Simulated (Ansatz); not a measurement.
**Mg: response to strain**

Aim: deform Mg (zz strain of -2 %) and compute stress, forces and field gradients with LAPW, PAW and all-electron datasets made for the crystal.

Program: Ansatz 0.2.0. Level of theory: DFT PBE, scalar-relativistic. These are calculated values, not measurements.

## Step 1: Starting point

The structure is hexagonal, space group P6_3/mmc (No. 194). The conventional cell has a = 3.209 Å, b = 3.209 Å, c = 5.210 Å, α = 90.00°, β = 90.00°, γ = 120.00°. Around Mg (site symmetry -6m2) lie 12 Mg at 3.20 to 3.21 Å.

Structure file:

```cif
data_structure
_symmetry_space_group_name_H-M 'P6_3/mmc'
_symmetry_Int_Tables_number 194
_cell_length_a 3.2093
_cell_length_b 3.2093
_cell_length_c 5.2103
_cell_angle_alpha 90.000
_cell_angle_beta 90.000
_cell_angle_gamma 120.000
_cell_volume 46.47
loop_
_atom_site_label
_atom_site_type_symbol
_atom_site_symmetry_multiplicity
_atom_site_Wyckoff_symbol
_atom_site_fract_x
_atom_site_fract_y
_atom_site_fract_z
_atom_site_occupancy
Mg1 Mg 2 c 0.33333 0.66667 0.25000 1
```

The file gives the conventional cell by its symmetry; the runs use the cell typed in the input.

Atoms are numbered in the order of the input: Mg1, Mg2.

## Step 2: The deformed structure

Space group P6_3/mmc before, P6_3/mmc after.

## Step 3: Full-potential LAPW

Contents of input.yaml:

```yaml
crystal:
  lattice:
    - [3.2092715325, 0.0, 0.0]
    - [-1.6046357662, 2.7793106748, 0.0]
    - [0.0, 0.0, 5.1061234]
  atoms:
    - { symbol: Mg, position: [0.3333333333, 0.6666666667, 0.25] }
    - { symbol: Mg, position: [0.6666666667, 0.3333333333, 0.75] }
kpoints:
  mp_grid: { grid: [12, 12, 7] }
  band_path:
    path:
      - [0.0, 0.0, 0.0]
      - [0.5, 0.0, 0.0]
      - [0.3333333333, 0.3333333333, 0.0]
      - [0.0, 0.0, 0.0]
      - [0.0, 0.0, 0.5]
      - [0.5, 0.0, 0.5]
      - [0.3333333333, 0.3333333333, 0.5]
      - [0.0, 0.0, 0.5]
      - [0.5, 0.0, 0.5]
    npoints: 5
scf:
  occupations: { method: fermi_dirac, width: 0.08 }
hamiltonian:
  xc: pbe
  pseudopotentials: { kind: all_electron, lapw: { basis_error: 0.0005 } }
output:
  forces: true
  stress: true
  eigenvalues: true
```

Run with:

```bash
$ ansatz run input.yaml --threads 1 --pin off --max-ram 3072MiB --backend cpu --events-out ev --progress --plain --runs-dir out
```

## Step 4: PAW on the default files

Contents of input.yaml:

```yaml
crystal:
  lattice:
    - [3.2092715325, 0.0, 0.0]
    - [-1.6046357662, 2.7793106748, 0.0]
    - [0.0, 0.0, 5.1061234]
  atoms:
    - { symbol: Mg, position: [0.3333333333, 0.6666666667, 0.25] }
    - { symbol: Mg, position: [0.6666666667, 0.3333333333, 0.75] }
kpoints:
  mp_grid: { grid: [12, 12, 7] }
scf:
  occupations: { method: fermi_dirac, width: 0.08 }
hamiltonian:
  xc: pbe
  pseudopotentials: { kind: paw }
output:
  forces: true
  stress: true
  eigenvalues: true
  efg: { contact_densities: true }
  write_density: true
  write_potential: true
  elf: true
  volumetric_format: npy
```

## Step 5: All-electron PAW on datasets made for the crystal

input.yaml: that of step 4 with these lines changed.

```diff
@@ -14,3 +14,3 @@
   xc: pbe
-  pseudopotentials: { kind: paw }
+  pseudopotentials: { kind: all_electron, datasets: crystal }
 output:
@@ -20,5 +20 @@
   efg: { contact_densities: true }
-  write_density: true
-  write_potential: true
-  elf: true
-  volumetric_format: npy
```

(Steps that only read results are left out.)

Before running it: what results should come out? Wanted: pressure; largest shear or deviatoric stress.

**Answer**, as computed:

| quantity | value |
| --- | --- |
| pressure | LAPW 0.26, PAW 0.28, crystal datasets 0.26 GPa |
| largest shear or deviatoric stress (LAPW) | 0.25 GPa |

What this shows: The largest part of the stress beyond the pressure is 0.25 GPa in size, in the zz component; the atoms are carried along and not relaxed. No run of the undeformed cell stands beside it, so the pressure holds what the given cell had before the change. PAW: stress within 0.02 GPa of LAPW. Crystal datasets: stress within 0.01 GPa of LAPW.
